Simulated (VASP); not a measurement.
# Au (P6_3/mmc) in VASP: atomic charges with PBE0+D3

Aim: the atomic charges of Au with PBE0+D3.

Program: VASP 6.6.1. These are calculated values, not measurements. Logs are shortened: lines on timing, memory, paths and dates and some standing lists are left out, and cuts for length are marked.

## (1) The undisturbed crystal

It takes space group P6_3/mmc (No. 194, hexagonal). Conventional cell: a = 2.900 Å, b = 2.900 Å, c = 4.880 Å, α = 90.00°, β = 90.00°, γ = 120.00°. Around Au (site symmetry -6m2) lie 12 Au at 2.90 to 2.96 Å.

This isn't the form of Au at room conditions, which is fcc.

## (2) Atomic charges, PBE0+D3 (volume scaled by 1.25)

POSCAR reads:

```
Au
1.0
    3.1239303005      0.0000000000      0.0000000000
   -1.5619651503      2.7054030000      0.0000000000
    0.0000000000      0.0000000000      5.2568206437
Au
2
Cartesian
    1.5619651504      0.9018009999      1.3142051609
   -0.0000000002      1.8036020001      3.9426154828
```

INCAR.step1 reads:

```
SYSTEM = Au
  ALGO = Normal
  EDIFF = 1E-5
  ENCUT = 700
  GGA = PE
  ISIF = 2
  ISMEAR = -1
  LASPH = .TRUE.
  LCHARG = .FALSE.
  LREAL = .FALSE.
  LWAVE = .TRUE.
  NELM = 100
  NELMIN = 4
  PREC = Accurate
  SIGMA = 0.2
```

INCAR.step2 reads:

```
SYSTEM = Au
  AEXX = 0.25
  ALGO = Normal
  EDIFF = 1E-6
  ENCUT = 700
  GGA = PE
  HFRCUT = -1
  ISIF = 2
  ISMEAR = -1
  ISTART = 1
  IVDW = 11
  LASPH = .TRUE.
  LCHARG = .FALSE.
  LHFCALC = .TRUE.
  LORBIT = 11
  LREAL = .FALSE.
  LWAVE = .FALSE.
  NELM = 100
  NELMIN = 4
  PREC = Accurate
  PRECFOCK = Fast
  SIGMA = 0.2
```

KPOINTS reads:

```
k-points
0
G
  6 6 3
  0 0 0
```

Potentials or basis: VASP PAW PBE potentials, release 64 (Au).

Started as:

```bash
> cat potpaw_PBE.64/Au/POTCAR > POTCAR
> cp INCAR.step1 INCAR
> mpirun -np 1 vasp_std > vasp.out
> cp INCAR.step2 INCAR
> mpirun -np 1 vasp_std > vasp.out
```

OUTCAR:

```text
SYSTEM = Au
   AEXX = 0.25
   EDIFF = 1E-6
   ENCUT = 700
   GGA = PE
   ISIF = 2
   ISMEAR = -1
   ISTART = 1
   IVDW = 11
   LASPH = .TRUE.
   LHFCALC = .TRUE.
   LORBIT = 11
   LREAL = .FALSE.
   NELM = 100
   NELMIN = 4
   PREC = Accurate
   PRECFOCK = Fast
 IVDW          = 11

 ion  position               nearest neighbor table
   1  0.667  0.333  0.250-   2 3.19   2 3.19   2 3.19   2 3.19   2 3.19   2 3.19
   2  0.333  0.667  0.750-   1 3.19   1 3.19   1 3.19   1 3.19   1 3.19   1 3.19

  LATTYP: Found a hexagonal cell.
 ALAT       =     3.1239303005
 C/A-ratio  =     1.6827586207

  Lattice vectors:

 A1 = (   3.1239303005,   0.0000000000,   0.0000000000)
 A2 = (  -1.5619651503,   2.7054030000,   0.0000000000)
 A3 = (   0.0000000000,   0.0000000000,   5.2568206437)

Analysis of symmetry for initial positions (statically):
=====================================================================
 Subroutine PRICEL returns:
 Original cell was already a primitive cell.

 Routine SETGRP: Setting up the symmetry group for a
 hexagonal supercell.

 Subroutine GETGRP returns: Found 24 space group operations
 (whereof 12 operations were pure point group operations)
 out of a pool of 24 trial point group operations.

The static configuration has the point symmetry D_3d.
 The point group associated with its full space group is D_6h.

Analysis of symmetry for dynamics (positions and initial velocities):
=====================================================================
 Subroutine PRICEL returns:
 Original cell was already a primitive cell.

 Routine SETGRP: Setting up the symmetry group for a
 hexagonal supercell.

 Subroutine GETGRP returns: Found 24 space group operations
 (whereof 12 operations were pure point group operations)
 out of a pool of 24 trial point group operations.

The dynamic configuration has the point symmetry D_3d.
 The point group associated with its full space group is D_6h.

 Subroutine INISYM returns: Found 24 space group operations
 (whereof 12 operations are pure point group operations),
 and found     1 'primitive' translations

----------------------------------------------------------------------------------------

                                     Primitive cell

  volume of cell :      44.4280

  direct lattice vectors                    reciprocal lattice vectors
     3.123930301  0.000000000  0.000000000     0.320109575  0.184815349  0.000000000
    -1.561965150  2.705403000  0.000000000     0.000000000  0.369630698  0.000000000
     0.000000000  0.000000000  5.256820644     0.000000000  0.000000000  0.190229051

  length of vectors
     3.123930301  3.123930301  5.256820644     0.369630698  0.369630698  0.190229051

  position of ions in fractional coordinates (direct lattice)
     0.666666667  0.333333333  0.250000000
     0.333333333  0.666666667  0.750000000

  ion indices of the primitive-cell ions
   primitive index   ion index
                 1           1
                 2           2

----------------------------------------------------------------------------------------

 KPOINTS: k-points

Automatic generation of k-mesh.
 Grid dimensions read from file:
 generate k-points for:    6    6    3

 Generating k-lattice:

  Cartesian coordinates                     Fractional coordinates (reciprocal lattice)
     0.053351596  0.030802558  0.000000000     0.166666667 -0.000000000  0.000000000
     0.000000000  0.061605116  0.000000000     0.000000000  0.166666667  0.000000000
     0.000000000  0.000000000  0.063409684     0.000000000  0.000000000  0.333333333

  Length of vectors
     0.061605116  0.061605116  0.063409684

  Shift w.r.t. Gamma in fractional coordinates (k-lattice)
     0.000000000  0.000000000  0.000000000

 Subroutine IBZKPT returns following result:
 ===========================================

 Found     14 irreducible k-points:

 Following reciprocal coordinates:
            Coordinates               Weight
  0.000000  0.000000  0.000000      1.000000
  0.166667  0.000000  0.000000      6.000000
  0.333333  0.000000  0.000000      6.000000
  0.500000  0.000000  0.000000      3.000000
  0.166667  0.166667  0.000000      6.000000
  0.333333  0.166667  0.000000     12.000000
  0.333333  0.333333  0.000000      2.000000
  0.000000  0.000000  0.333333      2.000000
  0.166667  0.000000  0.333333     12.000000
  0.333333  0.000000  0.333333     12.000000
  0.500000  0.000000  0.333333      6.000000
  0.166667  0.166667  0.333333     12.000000
  0.333333  0.166667  0.333333     24.000000
  0.333333  0.333333  0.333333      4.000000
   k-points           NKPTS =     14   k-points in BZ     NKDIM =    108   number of bands    NBANDS=     15
   number of dos      NEDOS =    301   number of ions     NIONS =      2
   total plane-waves  NPLWV =  37632
   dimension x,y,z NGX =    28 NGY =   28 NGZ =   48
   dimension x,y,z NGXF=    56 NGYF=   56 NGZF=   96
   ions per type =               2
   NGX,Y,Z   is equivalent  to a cutoff of  14.90, 14.90, 15.18 a.u.
   NGXF,Y,Z  is equivalent  to a cutoff of  29.80, 29.80, 30.36 a.u.
 SYSTEM =  Au
   PREC   = accura    normal or accurate (medium, high low for compatibility)
   ISTART =      1    job   : 0-new  1-cont  2-samecut
   ICHARG =      0    charge: 1-file 2-atom 10-const
   ISPIN  =      1    spin polarized calculation?
   LNONCOLLINEAR =      F non collinear calculations
   LSORBIT =      F    spin-orbit coupling
   LASPH  =      T    aspherical Exc in radial PAW
   ENCUT  =  700.0 eV  51.45 Ry    7.17 a.u.   6.74  6.74 11.34*2*pi/ulx,y,z
   NELM   =    100;   NELMIN=  4; NELMDL=  0     # of ELM steps
   EDIFF  = 0.1E-05   stopping-criterion for ELM
   LREAL  =      F    real-space projection
   EDIFFG = 0.1E-04   stopping-criterion for IOM
   NSW    =      0    number of steps for IOM
   IBRION =     -1    ionic relax: 0-MD 1-quasi-New 2-CG
   NFREE  =      0    steps in history (QN), initial steepest desc. (CG)
   ISIF   =      2    stress and relaxation
   ISYM   =      3    0-nonsym 1-usesym 2-fastsym
   POTIM  = 0.5000    time-step for ionic-motion
   TEBEG  =    0.0;   TEEND  =   0.0 temperature during run
   PSTRESS=    0.0 pullay stress
   NELECT =      22.0000    total number of electrons
   NUPDOWN=      -1.0000    fix difference up-down
   EMIN   =  10.00;   EMAX   =-10.00  energy-range for DOS
   EFERMI =   0.00;   METHOD = LEGACY
   ISMEAR =    -1;   SIGMA  =   0.20  broadening in eV -4-tet -1-fermi 0-gaus
   EFERMI_NEDOS =   21; number of points for ismear=-14 and -15
   IALGO  =     38    algorithm
   IMIX   =      1    mixing-type and parameters
     AMIX     =   0.40;   BMIX     =  1.00
     AMIX_MAG =   1.60;   BMIX_MAG =  1.00
  volume/ion in A,a.u.               =      22.21       149.91
  Fermi-wavevector in a.u.,A,eV,Ry     =   1.295180  2.447536 22.823665  1.677492
  Thomas-Fermi vector in A             =   2.426716
   LORBIT       =     11    0 simple, 1 ext, 2 COOP (PROOUT), +10 PAW based schemes
   GGA     = PE    functional components
   LHFCALC =     T    Hartree Fock is set to
   PRECFOCK=fast      Normal, Fast or Accurate (Low or Medium for compatibility)
   ENCUT4O =  -1.0   cutoff for four orbital integrals eV
   NKREDX  =     1    reduce k-point grid by
   NKREDY  =     1    reduce k-point grid by
   NKREDZ  =     1    reduce k-point grid by
   AEXX    =    0.2500 exact exchange contribution
   HFSCREEN=    0.0000 screening length (either q_TF or 0.3 A-1)
   HFSCREENC=   0.0000 screening length for correlation (either q_TF or 0.3 A-1)
   ENCUTFOCK=  -1.0 apply spherical cutoff to Coloumb kernel
   IVDW    =    11    specifies the selected vdW correction
   LEPSILON=     F    determine dielectric tensor
   LRPA    =     F    only Hartree local field effects (RPA)
 non-spin polarized calculation
  energy-cutoff  :      700.00
  volume of cell :       44.43
 maximum number of plane-waves:      1883
 NGX is ok and might be reduce to    28
  NGX = 16; NGY = 16; NGZ = 28

 number of electron      22.0000001 magnetization

 Free energy of the ion-electron system (eV)
  ---------------------------------------------------
  ext. energy  EPLUGINS =         0.00000000
  ---------------------------------------------------
  free energy    TOTEN  =        -6.51253402 eV

  energy without entropy =       -6.42462739  energy(sigma->0) =       -6.46858071

 E-fermi :   5.3888     XC(G=0):  -8.7711

 val. band max:        5.2129873332   @ k =   0.3333   0.0000   0.3333
 cond. band min:       5.6556127847   @ k =   0.3333   0.1667   0.3333
 fundamental gap:      0.4426254515
 Fermi energy:         5.3888462110

 k-point     1 :       0.0000    0.0000    0.0000
  band No.  band energies     occupation
      1      -3.2265      2.00000
      2      -1.3177      2.00000
      3       0.3410      2.00000
      4       0.5310      2.00000
      5       0.5310      2.00000
      6       0.7256      2.00000
      7       0.7256      2.00000
      8       1.2058      2.00000
      9       1.2058      2.00000
     10       2.1843      2.00000
     11       2.1843      2.00000
     12       5.7216      0.31852
     13       7.7842      0.00001
     14      21.1061      0.00000
     15      21.9335      0.00000
[... 217 lines left out ...]
 k-point    14 :       0.3333    0.3333    0.3333
  band No.  band energies     occupation
      1      -0.2537      2.00000
      2      -0.2537      2.00000
      3      -0.1364      2.00000
      4       0.3715      2.00000
      5       0.6615      2.00000
      6       0.6615      2.00000
      7       1.1368      2.00000
      8       1.4512      2.00000
      9       2.1948      2.00000
     10       2.1948      2.00000
     11       8.9428      0.00000
     12       8.9428      0.00000
     13      10.8432      0.00000
     14      11.4991      0.00000
     15      11.4991      0.00000

------------------------ aborting loop because EDIFF is reached ----------------------------------------

 Edisp (eV)   -1.27664

 E8    (eV) :    -0.9243

  FORCE on cell =-STRESS in cart. coord.  units (eV):
  Direction    XX          YY          ZZ          XY          YZ          ZX
  --------------------------------------------------------------------------------------
  -------------------------------------------------------------------------------------
  Total      -4.94054    -4.94054    -3.95324     0.00000    -0.00000     0.00000
  in kB    -178.16767  -178.16767  -142.56311     0.00000    -0.00000     0.00000
  external pressure =     -166.30 kB  Pullay stress =        0.00 kB

 VOLUME and BASIS-vectors are now :
 -----------------------------------------------------------------------------
  energy-cutoff  :      700.00
  volume of cell :       44.43
      direct lattice vectors                 reciprocal lattice vectors
     3.123930301  0.000000000  0.000000000     0.320109575  0.184815349  0.000000000
    -1.561965150  2.705403000  0.000000000     0.000000000  0.369630698  0.000000000
     0.000000000  0.000000000  5.256820644     0.000000000  0.000000000  0.190229051

 POSITION                                       TOTAL-FORCE (eV/Angst)
 -----------------------------------------------------------------------------------
      1.56197      0.90180      1.31421        -0.000000      0.000000     -0.000000
     -0.00000      1.80360      3.94262         0.000000     -0.000000      0.000000
 -----------------------------------------------------------------------------------
    total drift:                                0.000000      0.000000     -0.000000

  FREE ENERGIE OF THE ION-ELECTRON SYSTEM (eV)
  ---------------------------------------------------
  free  energy   TOTEN  =        -7.7891769503 eV

  energy  without entropy=       -7.7012703242  energy(sigma->0) =       -7.74522364

 total charge

# of ion       s       p       d       tot
------------------------------------------
    1        0.468   0.171   8.865   9.505
    2        0.468   0.171   8.865   9.505
--------------------------------------------------
tot          0.936   0.342  17.731  19.009
```

Wall time 20 min (1 thread of Intel Xeon Platinum 8259CL at 2.50GHz (Skylake/Cascade Lake), shared host); peak memory 0.21 GiB.

What came out:

| Item | Value |
| --- | --- |
| Free energy | -7.7892 eV |
| Pressure | -16.6 GPa |
| Band gap on the k mesh | none (metal or under the smearing width) |
| Valence electrons inside the program's atomic spheres | Au 9.51 |
| Dispersion energy per atom | -0.638 eV |

Caveat: the k mesh is coarse (spacing up to 0.40 Å⁻¹), so the values aren't converged, least of all with exact exchange; the PAW data sets were made with another functional, which shifts forces and pressure a little; pairwise dispersion overbinds metals, which lowers pressure and volume.

## (3) The reference run

An earlier run on the cell as given: functional PBE; potentials or basis VASP PAW PBE potentials, release 64 (Au); cutoff 520 eV; k mesh 11 × 11 × 6; occupations fermi-dirac, width 0.05 eV; no spin polarisation.

* Pressure: 1.6 GPa
* Band gap on the k mesh: none (metal or under the smearing width)
